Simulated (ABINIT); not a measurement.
# KBr (Fm-3m) in ABINIT: settings compared

The runs below take KBr through band structure, equation of state, with revPBE, BLYP+D3, LDA-PZ.

Program: ABINIT 10.8.3 (patched build). These are calculated values, not measurements. Logs are shortened: lines on timing, memory, paths and dates and some standing lists are left out, and cuts for length are marked. The log counts tension as positive stress, the text compression.

**1. The crystal as given**

Symmetry: Fm-3m, No. 225, cubic system. The conventional cell has a = 6.600 Å, b = 6.600 Å, c = 6.600 Å, α = 90.00°, β = 90.00°, γ = 90.00°. Around Br (site symmetry m-3m) lie 6 K at 3.30 Å. K (site symmetry m-3m) is surrounded by 6 Br at 3.30 Å.

**2. Band structure, revPBE**

The input, run.abi:

```
# Datasets: ground state, then fixed potential
ndtset 2

# Pseudopotentials
pp_dirpath "./"
pseudos "Br.GGA_PBE-JTH.xml, K.GGA_PBE-JTH.xml"

# Structure
acell 3*1.0 Angstrom
rprim
     0.0000000000     3.3000000000     3.3000000000
     3.3000000000     0.0000000000     3.3000000000
     3.3000000000     3.3000000000     0.0000000000
ntypat 2
znucl 35 19
natom 2
typat 1 2
xred
     0.5000000000     0.5000000000     0.5000000000
     0.0000000000     0.0000000000     0.0000000000

# Plane-wave basis
ecut 435.382180 eV
pawecutdg 32.0

# Exchange and correlation
ixc 14

# Bands and occupations
occopt 3
tsmear 0.05 eV

# SCF cycle
nstep 100

# Output
iomode 3
prtwf 0
prteig 0
prtebands 0
enunit 1
prtden1 1

# Dataset 1
kptopt1 1
ngkpt1 7 7 7
nshiftk1 1
shiftk1 0.0 0.0 0.0
nband1 12
tolvrs1 1.0e-9

# Dataset 2: bands along G-X-W-K-G-L-U-W-L-K
iscf2 -2
getden2 1
nband2 18
nbdbuf2 4
tolwfr2 1.0e-11
kptopt2 -9
ndivsm2 8
prteig2 1
kptbounds2
     0.0000000000     0.0000000000     0.0000000000
     0.5000000000     0.0000000000     0.5000000000
     0.5000000000     0.2500000000     0.7500000000
     0.3750000000     0.3750000000     0.7500000000
     0.0000000000     0.0000000000     0.0000000000
     0.5000000000     0.5000000000     0.5000000000
     0.6250000000     0.2500000000     0.6250000000
     0.5000000000     0.2500000000     0.7500000000
     0.5000000000     0.5000000000     0.5000000000
     0.3750000000     0.3750000000     0.7500000000
```

Potentials or basis: JTH PAW PBE v2.0.

Run with:

```sh
$ abinit run.abi > log 2>&1
```

run.abo:

```text
.Version 10.8.3 of ABINIT
 DATASET    1 : space group Fm -3 m (#225); Bravais cF (face-center cubic)
================================================================================
 Values of the parameters that define the memory need for DATASET  1.
     intxc =       0    ionmov =       0      iscf =      17    lmnmax =      13
     lnmax =       5     mgfft =      32  mpssoang =       3    mqgrid =    3001
     natom =       2  nloc_mem =       2    nspden =       1   nspinor =       1
    nsppol =       1      nsym =      48    n1xccc =       1    ntypat =       2
    occopt =       3   xclevel =       2
       mpw =        1498          nfft =       32768          nkpt =          20
 PAW method is used; the additional fine FFT grid is defined by:
   mgfftf=        48    nfftf =    110592
================================================================================
================================================================================

 DATASET    2 : space group Fm -3 m (#225); Bravais cF (face-center cubic)
================================================================================
 Values of the parameters that define the memory need for DATASET  2.
     intxc =       0    ionmov =       0      iscf =      -2    lmnmax =      13
     lnmax =       5     mgfft =      32  mpssoang =       3    mqgrid =    3001
     natom =       2  nloc_mem =       2    nspden =       1   nspinor =       1
    nsppol =       1      nsym =      48    n1xccc =       1    ntypat =       2
    occopt =       3   xclevel =       2
       mpw =        1500          nfft =       32768          nkpt =         139
 PAW method is used; the additional fine FFT grid is defined by:
   mgfftf=        48    nfftf =    110592
================================================================================
================================================================================

--------------------------------------------------------------------------------
------------- Echo of variables that govern the present computation ------------
--------------------------------------------------------------------------------
 -outvars: echo values of preprocessed input variables --------
            acell      1.8897261259E+00  1.8897261259E+00  1.8897261259E+00 Bohr
              amu      7.99040000E+01  3.90983000E+01
             ecut      1.60000000E+01 Hartree
           enunit           1
           getden1          0
           getden2          1
             iscf1         17
             iscf2         -2
                       outvar_i_n : Printing only first  50 k-points.
              ixc          14
           jdtset        1    2
                       outvar_i_n : Printing only first  50 k-points.
           kptopt1          1
           kptopt2         -9
         kptrlatt        7    0    0      0    7    0      0    0    7
          kptrlen1     6.17342029E+01
          kptrlen2     3.00000000E+01
            natom           2
            nband1         12
            nband2         18
           nbdbuf1          0
           nbdbuf2          4
           ndtset           2
           ndivsm1          0
           ndivsm2          8
            ngfft          32      32      32
          ngfftdg          48      48      48
             nkpt1         20
             nkpt2        139
            nstep         100
             nsym          48
           ntypat           2
           occopt           3
        pawecutdg      3.20000000E+01 Hartree
         pawxcdev           0
        prtebands           0
           prteig1          0
           prteig2          1
            prtwf           0
            rprim      0.0000000000E+00  3.3000000000E+00  3.3000000000E+00
                       3.3000000000E+00  0.0000000000E+00  3.3000000000E+00
                       3.3000000000E+00  3.3000000000E+00  0.0000000000E+00
           shiftk1     0.00000000E+00  0.00000000E+00  0.00000000E+00
           shiftk2     5.00000000E-01  5.00000000E-01  5.00000000E-01
          spgroup         225
           tolvrs1     1.00000000E-09
           tolvrs2     0.00000000E+00
           tolwfr1     0.00000000E+00
           tolwfr2     1.00000000E-11
[... 248 lines left out ...]
         ecut(hartree)=     32.000   => boxcut(ratio)=   2.13734
--------------------------------------------------------------------------------

================================================================================
 Non-SCF case, kpt    1 (  0.00000  0.00000  0.00000), residuals and eigenvalues=
  6.73E-12  4.83E-12  7.43E-12  7.04E-12  5.46E-12  5.41E-12  4.44E-12  5.74E-12
  2.30E-12  2.28E-12  6.49E-12  6.31E-12  1.03E-12  6.52E-12  4.80E-12  1.09E-05
  3.18E-05  3.08E-05
 -1.0685E+00 -4.9496E-01 -4.5998E-01 -4.5998E-01 -4.5998E-01 -4.4551E-02
 -4.4551E-02 -4.4551E-02  1.2906E-01  2.4093E-01  2.4093E-01  2.4093E-01
  2.6881E-01  2.6881E-01  3.9553E-01  5.1067E-01  5.1070E-01  5.1073E-01
 Non-SCF case, kpt    2 (  0.02174  0.00000  0.02174), residuals and eigenvalues=
  3.27E-12  9.34E-12  3.26E-12  3.24E-12  6.72E-12  2.43E-12  3.01E-12  4.67E-12
  6.69E-12  5.24E-12  3.41E-12  4.49E-12  6.32E-12  4.14E-12  4.73E-12  1.80E-05
  2.23E-05  1.67E-03
[... 948 lines left out ...]
 Non-SCF case, kpt  138 (  0.38393  0.38393  0.73214), residuals and eigenvalues=
  4.51E-12  5.58E-12  8.64E-12  5.41E-12  2.61E-12  5.11E-12  3.73E-12  6.85E-12
  7.27E-12  5.00E-12  3.45E-12  2.42E-12  3.51E-12  8.15E-12  1.13E-11  1.26E-10
  1.25E-09  2.29E-06
 -1.0683E+00 -4.9582E-01 -4.6248E-01 -4.6079E-01 -4.5648E-01 -6.9599E-02
 -6.7236E-02 -5.6400E-02  2.0912E-01  2.6589E-01  2.7271E-01  2.9652E-01
  3.2764E-01  3.3171E-01  3.8233E-01  3.9449E-01  4.0826E-01  4.6682E-01
 Non-SCF case, kpt  139 (  0.37500  0.37500  0.75000), residuals and eigenvalues=
  6.68E-12  9.64E-12  6.31E-12  4.84E-12  4.74E-12  4.97E-12  3.52E-12  6.11E-12
  3.35E-12  5.55E-12  4.24E-12  4.63E-12  6.56E-12  2.92E-12  1.93E-10  2.60E-11
  1.39E-09  8.02E-05
 -1.0683E+00 -4.9537E-01 -4.6258E-01 -4.6084E-01 -4.5694E-01 -6.9039E-02
 -6.7104E-02 -5.6276E-02  2.0592E-01  2.6307E-01  2.7527E-01  2.9731E-01
  3.2491E-01  3.3403E-01  3.8203E-01  3.9681E-01  4.1259E-01  4.6706E-01

--- !ResultsGS
iteration_state: {dtset: 2, }
comment   : Summary of ground state results
lattice_vectors:
- [  0.0000000,   6.2360962,   6.2360962, ]
- [  6.2360962,   0.0000000,   6.2360962, ]
- [  6.2360962,   6.2360962,   0.0000000, ]
lattice_lengths: [   8.81917,    8.81917,    8.81917, ]
lattice_angles: [ 60.000,  60.000,  60.000, ] # degrees, (23, 13, 12)
lattice_volume:   4.8502979E+02
convergence: {deltae:  0.000E+00, res2:  0.000E+00, residm:  9.999E-12, diffor:  0.000E+00, }
etotal    :  -4.21817251E+01
entropy   :   0.00000000E+00
fermie    :   4.15664933E-02
cartesian_stress_tensor: null
pressure_GPa: null
xred      :
- [  5.0000E-01,   5.0000E-01,   5.0000E-01, Br]
- [  0.0000E+00,   0.0000E+00,   0.0000E+00,  K]
cartesian_forces: null
force_length_stats: {min: null, max: null, mean: null, }
...

 Integrated electronic density in atomic spheres:
 ------------------------------------------------
 Atom  Sphere_radius  Integrated_density
    1        2.20919          4.95955042
    2        2.10866          7.15596591

================================================================================

 ----iterations are completed or convergence reached----

 Mean square residual over all n,k,spin=   55.567E-13; max=  99.987E-13
 reduced coordinates (array xred) for    2 atoms
       0.500000000000      0.500000000000      0.500000000000
       0.000000000000      0.000000000000      0.000000000000

 cartesian coordinates (angstrom) at end:
    1      3.30000000000000     3.30000000000000     3.30000000000000
    2      0.00000000000000     0.00000000000000     0.00000000000000
 length scales=  1.889726125908  1.889726125908  1.889726125908 bohr
              =  1.000000000000  1.000000000000  1.000000000000 angstroms
 Eigenvalues (   eV  ) for nkpt= 139  k points:
 kpt#   1, nband= 18, wtk=  1.00000, kpt=  0.0000  0.0000  0.0000 (reduced coord)
 -29.07594  -13.46861  -12.51679  -12.51679  -12.51679   -1.21230   -1.21230   -1.21230
   3.51185    6.55607    6.55607    6.55607    7.31474    7.31474   10.76290   13.89604
  13.89680   13.89762
 kpt#   2, nband= 18, wtk=  1.00000, kpt=  0.0217  0.0000  0.0217 (reduced coord)
 -29.07591  -13.47008  -12.51694  -12.51694  -12.51464   -1.22270   -1.21396   -1.21396
   3.52840    6.54258    6.56806    6.56806    7.31821    7.32785   10.78601   13.82520
  13.88763   14.02821
 kpt#   3, nband= 18, wtk=  1.00000, kpt=  0.0435  0.0000  0.0435 (reduced coord)
 -29.07581  -13.47434  -12.51741  -12.51741  -12.50839   -1.25302   -1.21886   -1.21886
   3.57713    6.50312    6.60391    6.60391    7.32857    7.36697   10.85414   13.65517
  13.76000   13.98037
 kpt#   4, nband= 18, wtk=  1.00000, kpt=  0.0652  0.0000  0.0652 (reduced coord)
 -29.07565  -13.48090  -12.51818  -12.51818  -12.49868   -1.30085   -1.22685   -1.22685
   3.65540    6.44051    6.66328    6.66328    7.34572    7.43147   10.96390   13.44387
  13.47057   13.96214
 kpt#   5, nband= 18, wtk=  1.00000, kpt=  0.0870  0.0000  0.0870 (reduced coord)
[... 525 lines left out ...]
   5.85882    7.07991    7.56443    8.14804    8.84315    9.12401   10.20579   10.77121
  10.79317   12.78322
 kpt# 137, nband= 18, wtk=  1.00000, kpt=  0.3929  0.3929  0.7143 (reduced coord)
 -29.06926  -13.50671  -12.57985  -12.53720  -12.40709   -1.94070   -1.80120   -1.53709
   5.77779    7.18202    7.46673    8.09209    8.90506    9.04835   10.31986   10.75325
  10.94988   12.73791
 kpt# 138, nband= 18, wtk=  1.00000, kpt=  0.3839  0.3839  0.7321 (reduced coord)
 -29.06918  -13.49202  -12.58460  -12.53876  -12.42134   -1.89388   -1.82959   -1.53472
   5.69034    7.23526    7.42074    8.06863    8.91550    9.02622   10.40370   10.73454
  11.10929   12.70281
 kpt# 139, nband= 18, wtk=  1.00000, kpt=  0.3750  0.3750  0.7500 (reduced coord)
 -29.06913  -13.47965  -12.58756  -12.54016  -12.43408   -1.87864   -1.82599   -1.53134
   5.60324    7.15837    7.49056    8.09018    8.84122    9.08954   10.39556   10.79767
  11.22721   12.70932

== END DATASET(S) ==============================================================
================================================================================

 -outvars: echo values of variables after computation  --------
            acell      1.8897261259E+00  1.8897261259E+00  1.8897261259E+00 Bohr
           etotal1    -4.2181725142E+01
            fcart1    -0.0000000000E+00 -0.0000000000E+00 -0.0000000000E+00
                      -0.0000000000E+00 -0.0000000000E+00 -0.0000000000E+00
            rprim      0.0000000000E+00  3.3000000000E+00  3.3000000000E+00
                       3.3000000000E+00  0.0000000000E+00  3.3000000000E+00
                       3.3000000000E+00  3.3000000000E+00  0.0000000000E+00
           strten1    -6.2904533875E-05 -6.2904533875E-05 -6.2904533875E-05
                       0.0000000000E+00  0.0000000000E+00  0.0000000000E+00
           xangst      3.3000000000E+00  3.3000000000E+00  3.3000000000E+00
                       0.0000000000E+00  0.0000000000E+00  0.0000000000E+00
             xred      5.0000000000E-01  5.0000000000E-01  5.0000000000E-01
                       0.0000000000E+00  0.0000000000E+00  0.0000000000E+00
 Calculation completed.
```

It took 55 s on 1 thread of Intel Xeon Platinum 8488C (Sapphire Rapids), shared host; peak memory 0.16 GiB.

What came out:

- Free energy: -1147.8232 eV
- Pressure: 1.9 GPa
- Band gap on the k mesh: 4.72 eV, direct
- Band gap along the path: 4.72 eV, direct
- Valence electrons inside the program's atomic spheres: Br 4.96; K 7.16

Levels at the corners of the path, in eV from the valence-band top:
```csv
point,band 4,band 5,band 6,band 7,band 8,band 9,band 10,band 11,band 12,band 13
Γ,-11.30,-11.30,0.00,0.00,0.00,4.72,7.77,7.77,7.77,8.53
X,-11.34,-11.34,-0.78,-0.28,-0.28,6.09,7.42,9.43,9.76,9.80
W,-11.36,-11.20,-0.56,-0.56,-0.52,7.61,7.61,8.45,9.15,10.84
K,-11.33,-11.22,-0.67,-0.61,-0.32,6.82,8.37,8.70,9.30,10.05
Γ,-11.30,-11.30,0.00,0.00,0.00,4.72,7.77,7.77,7.77,8.53
L,-11.31,-11.04,-1.13,-0.32,-0.32,6.85,8.47,9.89,9.89,10.24
U,-11.33,-11.22,-0.67,-0.61,-0.32,6.82,8.37,8.70,9.30,10.05
W,-11.36,-11.20,-0.56,-0.56,-0.52,7.61,7.61,8.45,9.15,10.84
L,-11.31,-11.04,-1.13,-0.32,-0.32,6.85,8.47,9.89,9.89,10.24
K,-11.33,-11.22,-0.67,-0.61,-0.32,6.82,8.37,8.70,9.30,10.05
```

Caveat: the PAW data sets were made with another functional, which shifts forces and pressure a little.

[end of part 1 of 2]
